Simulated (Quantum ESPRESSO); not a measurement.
Crystal: CuO.

```xyz
2
Lattice="2.8363 0.0000 0.0000 -1.4182 2.4563 0.0000 0.0000 0.0000 2.7681" Properties=species:S:1:pos:R:3 pbc="T T T"
Cu    0.0000    0.0000    0.0000
O     1.4182    0.8188    1.3841
```

Measurements of this composition are mostly on another form, of space group No. 15.

Program: Quantum ESPRESSO 7.5. Alike in all runs: task projected density of states; potentials or basis SSSP 1.3 efficiency PBE; no spin polarisation; cell as given; k mesh 11 × 11 × 10; cutoff (eV) 748; smearing fermi-dirac 0.05 eV.

Problem. Order these runs on this cell by their pressure, lowest first.
A. level LDA; mixing beta 0.5
B. level LDA+U; U Cu d U = 6 eV; mixing beta 0.3
C. level LDA+U; U Cu d U = 8 eV; mixing beta 0.3
D. level LDA+U; U Cu d U = 2 eV; mixing beta 0.3
E. level LDA+U; U Cu d U = 4 eV; mixing beta 0.3

Solution. A (-16.5 GPa), D (-15.0 GPa), E (-13.2 GPa), B (-11.2 GPa), C (-8.9 GPa).

Caveats: the potentials were made for another functional, which shifts forces and pressure; an odd number of electrons without spin polarisation forces a metal; a magnetic or distorted state may lie lower; the run has no spin polarisation, though such a crystal can be magnetic; U without spin polarisation on a metal has little footing (some runs); semilocal functionals often make such compounds metallic where correlation or magnetic order opens a gap, which also shifts bond lengths (some runs).

Runs at the PBE level aren't shown here.
